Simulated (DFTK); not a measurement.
CdTe:

```
Te Cd
1.0
     0.00000    3.20500    3.20500
     3.20500    0.00000    3.20500
     3.20500    3.20500    0.00000
Te Cd
1 1
Cartesian
  4.8075 4.8075 4.8075
  0.0000 0.0000 0.0000
```

Base run:

```yaml
Program: DFTK 0.8.2
Functional: PBE
Potentials_or_basis: SG15 1.2 (PBE)
Cutoff: 952 eV
k_mesh: 6 × 6 × 6
Occupations: fermi-dirac, width 0.05 eV
Spin: no spin polarisation
```

Its results: band gap on the k mesh 0.87 eV, direct.

Question: The run is repeated on the same cell with these changes: functional from PBE to TASK; cutoff from 952 eV to 1225 eV; k mesh from 6 × 6 × 6 to 4 × 4 × 4. What comes out?

Answer: Band gap on the k mesh 1.84 eV, direct.

Several settings changed at once, so the effect can't be laid on one alone.

Caveats: some runs use coarse meshes; spin-orbit coupling is left out, which moves the levels of the heavy elements.
